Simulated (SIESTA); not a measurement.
A run of SIESTA 5.4.2 is set up as follows.

File PtS2.fdf:

```
SystemName                      PtS2
SystemLabel                     PtS2
NumberOfSpecies                 2
NumberOfAtoms                   3
%block ChemicalSpeciesLabel
  1  78 Pt
  2  16 S
%endblock ChemicalSpeciesLabel

LatticeConstant                 1.0 Ang
%block LatticeVectors
     3.5432000000     0.0000000000     0.0000000000
    -1.7716000000     3.0685012107     0.0000000000
     0.0000000000     0.0000000000     5.0388000000
%endblock LatticeVectors
AtomicCoordinatesFormat         Fractional
%block AtomicCoordinatesAndAtomicSpecies
     0.0000000000     0.0000000000     0.0000000000  1  Pt
     0.6666666667     0.3333333333     0.7730000000  2  S
     0.3333333333     0.6666666667     0.2270000000  2  S
%endblock AtomicCoordinatesAndAtomicSpecies

%block kgrid.MonkhorstPack
    7   0   0  0.0
    0   7   0  0.0
    0   0   4  0.0
%endblock kgrid.MonkhorstPack
XC.Functional                   GGA
XC.Authors                      PBEsol
PAO.BasisSize                   DZP
PAO.EnergyShift                 0.003 Ry
Mesh.Cutoff                     800 Ry
Spin                            spin-orbit
%block DM.InitSpin
    1   0.000     0.00     0.00
    2   0.000     0.00     0.00
    3   0.000     0.00     0.00
%endblock DM.InitSpin
WriteOrbMom                     true
OccupationFunction              FD
ElectronicTemperature           0.05 eV
MaxSCFIterations                120
SCF.MustConverge                false
SCF.Mixer.Method                Pulay
SCF.Mixer.Weight                0.25
SCF.Mixer.History               8
SCF.DM.Tolerance                5.0e-05
SCF.H.Tolerance                 1.0e-03 eV
WriteForces                     true
Charge.Mulliken                 end
BandLinesScale                  ReciprocalLatticeVectors
%block BandLines
    1    0.000000   0.000000   0.000000  \Gamma
   11    0.500000   0.000000   0.000000  M
    6    0.333333   0.333333   0.000000  K
   13    0.000000   0.000000   0.000000  \Gamma
    7    0.000000   0.000000   0.500000  A
   11    0.500000   0.000000   0.500000  L
    6    0.333333   0.333333   0.500000  H
   13    0.000000   0.000000   0.500000  A
    1    0.500000   0.000000   0.500000  L
    7    0.500000   0.000000   0.000000  M
    1    0.333333   0.333333   0.000000  K
    7    0.333333   0.333333   0.500000  H
%endblock BandLines
%block PAO.Basis
  Pt 5
  n=5 0 2
    2.738 0.000
  n=6 0 2
    7.268 0.000
  n=5 1 2
    3.254 0.000
  n=6 1 1
    7.268
  n=5 2 2
    5.669 0.000
%endblock PAO.Basis
```

Potentials or basis: PseudoDojo 0.4 standard (PBEsol files, fully relativistic), DZP (energy shift 0.003 Ry; two zetas on semicore shells).

Command:

```sh
$ siesta PtS2.fdf > PtS2.out 2>&1
```

(1) Estimate the pressure.

(2) What does it give for the largest force?

(3) Predict the band gap along the path.

(4) What does it give for the net moment?

## Answers

(1) 8.0 GPa.

(2) 1.558 eV/Å.

(3) 0.85 eV, indirect (least direct gap 1.55 eV).

(4) 0.00 μB per cell.

Caveat: short orbitals over semicore shells can move pressures by several GPa; the basis of atomic orbitals isn't converged, which shifts pressures, moduli and gaps; forces of over 1 eV/Å show positions far from the minimum, so gaps and moduli don't describe the material at rest.
